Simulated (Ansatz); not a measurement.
The cell is CdI2 (P-3m1) from a database of computed structures; cell and atoms were relaxed with r2SCAN+rVV10. It is trigonal, P-3m1 (No. 164); conventional cell a = 4.249 Å, c = 27.542 Å, 35.88 Å³ an atom. Cd has 6 I at 3.00 Å; Cd has 6 I at 2.99–3.00 Å; Cd has 6 I at 2.99 Å; I has 3 Cd at 2.99 Å; I has 3 Cd at 3.00 Å.

```cif
data_structure
_symmetry_space_group_name_H-M 'P 1'
_symmetry_Int_Tables_number 1
_cell_length_a 4.2488
_cell_length_b 4.2488
_cell_length_c 27.5418
_cell_angle_alpha 90.000
_cell_angle_beta 90.000
_cell_angle_gamma 120.000
_cell_volume 430.58
loop_
_atom_site_label
_atom_site_type_symbol
_atom_site_fract_x
_atom_site_fract_y
_atom_site_fract_z
_atom_site_occupancy
Cd1 Cd 0.00000 0.00000 0.00000 1
Cd2 Cd 0.66667 0.33333 0.74997 1
Cd3 Cd 0.33333 0.66667 0.25003 1
Cd4 Cd 0.00000 0.00000 0.50000 1
I1 I 0.00000 0.00000 0.31241 1
I2 I 0.66667 0.33333 0.43762 1
I3 I 0.00000 0.00000 0.68759 1
I4 I 0.33333 0.66667 0.56238 1
I5 I 0.33333 0.66667 0.81237 1
I6 I 0.66667 0.33333 0.93761 1
I7 I 0.66667 0.33333 0.18763 1
I8 I 0.33333 0.66667 0.06239 1
```

The questions ask for values computed with Ansatz 0.2.0 on this geometry. Calculated for a static, non-magnetic cell.

Given (12×12×2 mesh): r2SCAN gives an indirect gap of 2.68 eV, from Γ–M (0.25 of the way from Γ) to M; the least direct gap is 2.83 eV at M.

Q: What does PBE+SOC give for the gap (12×12×2 mesh)?

A: The PBE+SOC gap is indirect, 1.94 eV (Γ to M), below the direct gap of 2.14 eV at Γ. The gap differs by -0.74 eV from r2SCAN's.

Q: Estimate the gap with HSE06 on 6×6×1.

A: With HSE06 the valence top lies at Γ–M (0.25 of the way from Γ) and the conduction bottom at M, 3.19 eV higher; the smallest vertical gap, at M, is 3.35 eV. The gap differs by +0.51 eV from r2SCAN's.

Q: What does PBE0 give for the gap (6×6×1 mesh)?

A: PBE0 gives an indirect gap of 3.87 eV, from Γ–M (0.25 of the way from Γ) to M; the least direct gap is 4.04 eV at M. The gap differs by +1.19 eV from r2SCAN's.

Q: What are ε∞ and the Born charges with r2SCAN?

A: The clamped-ion dielectric constant comes out as 5.09 along x and y, 4.32 along z. Born charges, averaged over directions: Cd +2.52 to +2.54, I -1.27 e. The program notes that the ground state's band table doesn't vouch for all the bands that the response reads.

Q: What do these levels agree on?

A: Among these functionals the gap stays indirect.

Only the levels marked +SOC include spin-orbit coupling.

Where an edge lies off the special points, it is a point of the mesh or the k point where a search put PBE's edge or least direct gap, reused for the other functionals, whose own edges may lie a little apart.

The meshes of the hybrids are coarse, so their gaps aren't converged to the digits shown.

PBE's own run along the path (2.25 eV) came before the search for the edges and missed one, so it isn't listed.
